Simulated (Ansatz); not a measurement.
# GaAs at 25 GPa: from Born charge to LO–TO splitting and polaron coupling

Method: Ansatz, DFT PBE, scalar-relativistic, plane waves, PAW. Plane waves to 420 eV; Γ-centred k mesh 12×12×12; fixed occupations. No spin polarisation. Phonons by linear response, acoustic sum rule imposed.

The cell, relaxed at 25 GPa:
```
Ga As
1.0
     0.00000    2.65423    2.65423
     2.65423    0.00000    2.65423
     2.65423    2.65423    0.00000
Ga As
1 1
Direct
  0.00000 0.00000 0.00000
  0.75000 0.75000 0.75000
```

The real crystal has changed phase below this pressure. The run warned that the force constants aren't converged on this k mesh, so the frequencies and all that is formed from them are rough.

Linear response gives ν_TO = 333.6 cm⁻¹, Born charges ±1.788 e (positive on Ga) and ε∞ = 11.016. The primitive cell holds 37.398 Å³, and the masses are 69.723 and 74.922 amu.

Task: Find ν_LO and the static dielectric constant.

Result: The long-wave field adds a restoring force: ω_LO² − ω_TO² = Z*²e²/(ε_vac ε∞ μV). In these units ν_LO² − ν_TO² = 4.92064×10⁷ Z*²/(μ V ε∞) cm⁻², with μ = m₁m₂/(m₁ + m₂) = 36.114 amu: 10568 cm⁻². So ν_LO = √(333.6² + 10568) = 349.1 cm⁻¹, and the run gives 349.1. Lyddane–Sachs–Teller then gives ε0 = ε∞ (ν_LO/ν_TO)² = 12.06, against 12.06 in the run (it forms both from the same three quantities, so the match checks the arithmetic only). Between ν_TO and ν_LO the dielectric function is negative and an undamped crystal reflects fully: a reststrahlen band from 28.6 to 30.0 μm.

Task: What do the Clausius–Mossotti polarisability and the Szigeti charge come to?

Result: With the Lorentz local field, α = (3V/4π)(ε∞ − 1)/(ε∞ + 2) = 6.87 Å³ for the pair, and e_S = 3Z*/(ε∞ + 2) = 0.41 e. The Born charge includes the electrons' response to the dipole's own local field, and e_S takes that enhancement out. The Lorentz field assumes point-like polarisable ions, a poor picture once ε∞ is this large, since the electron clouds then overlap or are shared, so both numbers are formal here.

Task: How strongly does a slow electron couple to the LO mode?

Result: For one isotropic parabolic band, Fröhlich's constant is α_F = (1/ε∞ − 1/ε0) √(m* Ry/ħω_LO), with Ry = 13.606 eV, ħω_LO = 43.3 meV and m* in free-electron masses: α_F = 0.0079 × 17.73 × √m* = 0.14 √m*. The band mass isn't part of this run; for m* = 0.1, 0.3 and 1 it gives 0.04, 0.08, 0.14. In weak coupling the polaron lies α_F ħω_LO below the band edge (3 meV at m* = 0.3) with a mass m*(1 + α_F/6); past α_F of about 5 or 6 that expansion fails. A semilocal functional's ε∞ tends to be too large, which taken alone lowers α_F.

Cost: 1 run of about 1.4 core-minutes, on Intel Xeon 6975P-C (Granite Rapids) (shared hosts).

The ions add little to the dielectric response: ε0 is 12.06 against an electronic 11.016. The Born charge of 1.788 e isn't small, but it is a dynamical charge, built largely from electrons that shift along the covalent sp³ bonds as the sublattices move, and doesn't measure static ionicity. The same polarisable bonds screen the long-range field, so the LO mode stiffens only slightly and couples weakly to a slow carrier. Even at m* = 1 the Fröhlich constant is only 0.14, so weak coupling doesn't hinge on the exact mass. Nor does it hinge on a precise TO frequency, since the difference of the squared frequencies is set by charge, screening, mass and volume.

For electrons the single-band estimate is probably too simple. Compression drives zincblende GaAs from a direct to an indirect gap, with the lowest conduction valleys near X, where the mass is anisotropic and intervalley scattering by short-wavelength phonons, absent from the Fröhlich constant, can matter as well.
